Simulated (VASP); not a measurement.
BN: single point with PBEsol

**What was measured.**

A printed reference work, monograph reports, for a bulk crystal of BN at 300 K: band gap 6.4 eV (indirect).

The system is BN.

```xyz
2
Lattice="0.0000 1.8075 1.8075 1.8075 0.0000 1.8075 1.8075 1.8075 0.0000" Properties=species:S:1:pos:R:3 pbc="T T T"
B     0.0000    0.0000    0.0000
N     2.7113    2.7113    2.7113
```

```yaml
Program: VASP 6.6.1
Task: single point
Functional: PBEsol
Potentials_or_basis: VASP PAW PBE potentials, release 64 (B, N)
Cutoff: 520 eV
k_mesh: 13 × 13 × 13
Occupations: fermi-dirac, width 0.03 eV
Spin: no spin polarisation
Dipole_correction: no
Further_INCAR_settings: ALGO = Normal; EDIFF = 1e-06; NBANDS = 11
```

```json
{
 "Pressure": "-2.3 GPa",
 "Band gap on the k mesh": "4.35 eV, indirect (least direct gap 8.76 eV)"
}
```

Levels at points of the mesh, in eV from the valence-band top:
| k point | band 1 | band 2 | band 3 | band 4 | band 5 | band 6 | band 7 | band 8 |
| --- | --- | --- | --- | --- | --- | --- | --- | --- |
| (0.00, 0.00, 0.00) | -20.25 | 0.00 | 0.00 | 0.00 | 8.76 | 8.76 | 8.76 | 10.27 |

It took 11 s on 1 thread of Intel Xeon 8259CL, on a shared host, peak memory 0.12 GiB.

A measured gap of BN is 6.4 eV (indirect; 300 K; a printed reference work, monograph); the calculated 4.35 eV misses it by -2.05 eV. The value is that of PBEsol on a finite k mesh, which can miss the band edges, without temperature or zero-point motion. Semilocal functionals fall short of measured gaps as a rule.

Caveat: the PAW data sets were made with another functional, which shifts forces and pressure a little.
